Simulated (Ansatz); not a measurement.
Write a Python script for the Ansatz DFT code, driven from Python that makes a phonon calculation by linear response of MoS2, space group R3m. Use: PBE, PAW, cutoff 420 eV, 12×12×12 k-points, Fermi-Dirac smearing of 0.1 eV, D4 dispersion.

The script reads `mos2.xyz`:
```text
3
Lattice="1.58 0.91221343 6.15 -1.58 0.91221343 6.15 0.0 -1.82442685 6.15" Properties=species:S:1:pos:R:3 pbc="T T T"
Mo    0.00000000    0.00000000    0.00000000
S     0.00000000    0.00000000    4.61250000
S     0.00000000   -0.00000000    7.69365000
```

`dfpt_mos2.py`
```python
"""DFPT phonons of MoS2."""

from pathlib import Path
import warnings

import ansatz as az
import numpy as np

XC = "pbe"
VDW = "d4"
CUTOFF = 420
OCCUPATIONS = "fermi_dirac"
SCF_TOL = 1e-08
MAX_SCF = 150
KGRID = (12, 12, 12)

warnings.simplefilter("ignore", az.DeckWarning)

mos2 = az.Crystal.from_extxyz("mos2.xyz")

job = mos2.calculation()
job = job.functional(XC, dispersion=VDW).basis(CUTOFF)
job = job.occupations(OCCUPATIONS)
job = job.scf(tolerance=SCF_TOL, max_iterations=MAX_SCF).kpoints(*KGRID)
job = job.phonons("dfpt")
result = job.run(threads=1, pin="off", runs_dir="runs")
ph = result.phonons

print("Gamma modes (1/cm):", " ".join(f"{w:.1f}" for w in ph.gamma_omega_inv_cm))
print("in meV:", " ".join(f"{w * 0.1239842:.2f}" for w in ph.gamma_omega_inv_cm))
```

```console
$ python dfpt_mos2.py
Gamma modes (1/cm): 0.0 0.0 0.0 291.2 291.2 388.7 388.7 418.5 474.2
in meV: 0.00 0.00 0.00 36.10 36.10 48.19 48.19 51.89 58.79
```

Caveats:
- The settings weren't tested for convergence.
- No spin polarisation was allowed.
- The cell isn't relaxed first, so the values belong to this volume.
- The structure is a deposited one; some such entries were measured under pressure or heat, so a shift against it needn't be the functional's error alone.
- The structure is taken as given; imaginary modes can come from an unrelaxed or unstable start. Phonons of metals also depend on mesh and smearing.
- Wall time of the script: 11 min on 1 thread of Arm Neoverse V2, on a shared host, peak memory 1.6 GiB.

(Lines on the test bed's own set-up are left out of the output.)
